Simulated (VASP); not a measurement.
Input of a VASP 6.6.1 run:

File INCAR:

```
  PREC = Accurate
  ENCUT = 520
  EDIFF = 1E-7
  ISMEAR = 1
  SIGMA = 0.2
  LREAL = False
  LASPH = True
  NELM = 60
  ALGO = Normal
  ISIF = 3
  LWAVE = False
  LCHARG = False
  GGA = PE
  IBRION = 2
  NSW = 80
  EDIFFG = -0.002
```

Contents of KPOINTS:

```
regular mesh
0
Gamma
  18 18 18
```

The input POSCAR:

```
W
1.0
   -1.5823450000      1.5823450000      1.5823450000
    1.5823450000     -1.5823450000      1.5823450000
    1.5823450000      1.5823450000     -1.5823450000
W
1
Direct
    0.0000000000      0.0000000000      0.0000000000
```

Potentials or basis: VASP PAW PBE potentials, release 64 (W_sv).

Command:

```bash
$ cat potpaw_PBE.64/W_sv/POTCAR > POTCAR
$ mpirun -np 1 vasp_std > vasp.out
```

**Question.** Estimate the space group after relaxing (to 0.05 Å).

**Answer.** Im-3m (No. 229).

**Question.** Predict the band gap on the k mesh.

**Answer.** None (metal or under the smearing width).

**Question.** Estimate the relaxed cell.

**Answer.** a = 2.759 Å, b = 2.759 Å, c = 2.759 Å, α = 109.47°, β = 109.47°, γ = 109.47°.

**Question.** Predict the relaxed volume.

**Answer.** 16.16 Å³/atom.

Final structure:
```xyz
1
Lattice="-1.5926 1.5926 1.5926 1.5926 -1.5926 1.5926 1.5926 1.5926 -1.5926" Properties=species:S:1:pos:R:3 pbc="T T T"
W     0.0000    0.0000    0.0000
```

The run has no spin-orbit coupling, so splittings on W are missing. PBE usually gives volumes a little too large and moduli too small.
